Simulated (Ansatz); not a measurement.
Formation energy of BaTe (antiNiAs structure)

Level of theory: DFT, PBE, scalar-relativistic, no spin polarisation; plane waves to 420 eV with PAW datasets (Ansatz 0.2.0), 8×8×6 k-mesh, Gaussian smearing of 0.05 eV. The datasets are Ansatz's generated set soft_2.

This is a trial structure: the heavier alkaline earths' oxides and chalcogenides take the rock-salt structure.

Symmetry: P6_3/mmc, No. 194, hexagonal system. Conventional cell: a = 4.849 Å, b = 4.849 Å, c = 8.600 Å, α = 90.00°, β = 90.00°, γ = 120.00°. Around Ba (site symmetry -6m2) lie 6 Te at 3.53 Å. Te (site symmetry -3m) is surrounded by 6 Ba at 3.53 Å. (Shells end 15 % past the nearest neighbour.)

The elements were computed in their standard states with the same datasets, cutoff and functional. Absolute energies hang on the potentials; compare differences alone.

Energy of the relaxed cell (4 atoms, smearing extrapolated to zero): -25866.007 eV. Elements, in eV/atom: Ba -5949.540, Te -6979.958.

What is the formation energy?

[-25866.007 − (2 × -5949.540 + 2 × -6979.958)] / 4 = -1.75 eV/atom, or -169 kJ per mole of atoms.

The value is for 0 K, without zero-point energy. A negative value shows stability against the elements alone, not against other compounds or structures.

Bader charges against formal ones: Ba +1.35 (+2), Te −1.35 (−2). The cations give up 67 % of the formal charge; Bader charges stay under formal ones because the anions' density reaches into the cations' basins.

Formal charges Ba²⁺, Te²⁻ balance and leave closed shells on every ion, so a band insulator is expected, and the gap is 1.36 eV.

Semilocal functionals underestimate band gaps, commonly by a third or more. Scalar-relativistic only: spin–orbit splittings of the heavy atoms' levels are missing.
